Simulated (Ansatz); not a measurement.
Wanted: the native input for an Ansatz 0.2.0 run.

```
Task                : relaxation of cell and atoms
Functional          : PBE
Potentials or basis : Ansatz PAW
Cutoff              : 420 eV (not typed: the program's choice for these potentials)
k mesh              : 7 × 7 × 7
Occupations         : fermi-dirac, width 0.05 eV
Spin                : no spin polarisation
```

SnO2:

```
CELL_PARAMETERS angstrom
-2.00007 2.00007 5.12368
2.00007 -2.00007 5.12368
2.00007 2.00007 -5.12368
ATOMIC_POSITIONS crystal
Sn 0.00000 0.00000 0.00000
Sn 0.75000 0.25000 0.50000
O 0.54652 0.04652 0.50000
O 0.20348 0.20348 0.00000
O 0.95348 0.45348 0.50000
O 0.79652 0.79652 0.00000
```

Measurements of this composition are mostly on another form, of space group No. 136.

The input as run:

input.yaml

```yaml
crystal:
  lattice:
    - [-2.0000686112, 2.0000686112, 5.1236788559]
    - [2.0000686112, -2.0000686112, 5.1236788559]
    - [2.0000686112, 2.0000686112, -5.1236788559]
  atoms:
    - { symbol: Sn, position: [0.0, 0.0, 0.0] }
    - { symbol: Sn, position: [0.75, 0.25, 0.5] }
    - { symbol: O, position: [0.54652259, 0.04652259, 0.5] }
    - { symbol: O, position: [0.20347741, 0.20347741, 0.0] }
    - { symbol: O, position: [0.95347741, 0.45347741, 0.5] }
    - { symbol: O, position: [0.79652259, 0.79652259, 0.0] }
hamiltonian:
  xc: pbe
  pseudopotentials: { kind: paw }
kpoints:
  mp_grid: { grid: [7, 7, 7] }
scf:
  occupations: { method: fermi_dirac, width: 0.05 }
output:
  forces: true
  stress: true
  eigenvalues: true
relax:
  f_tol: 0.01
  max_steps: 40
  cell: { stress_tol: 0.05 }
```

Potentials or basis: Ansatz PAW.

The run is started by

```console
$ ansatz run input.yaml --threads 2 --pin off --max-ram 5632MiB --backend cpu --events-out ev --progress --plain --runs-dir out
```

It gave:

```
Relaxed volume                         : 14.18 Å³/atom
Relaxed cell                           : a = 5.921 Å, b = 5.921 Å, c = 5.921 Å, α = 139.98°, β = 139.98°, γ = 57.89°
Space group after relaxing (to 0.05 Å) : I4_1/amd (No. 141)
Energy gained by relaxing              : 9.0 meV/atom
Ionic steps                            : 7
Pressure after relaxing                : 0.0 GPa
Band gap on the k mesh                 : 1.32 eV, indirect (least direct gap 1.66 eV)
```

Caveat: odd divisions of the mesh miss points on the zone boundary, where band edges often lie, so the gap on the mesh can be too wide; the plane-wave basis is chosen anew once the cell has moved, so the energies of steps on either side of that aren't comparable; the pressure holds a Pulay correction of +0.7 GPa for the finite cutoff; spin-orbit coupling is left out, which moves the levels of the heavy elements.

It took 19 s on 2 threads of Arm Neoverse V2, with other jobs on the host, peak memory 0.41 GiB.
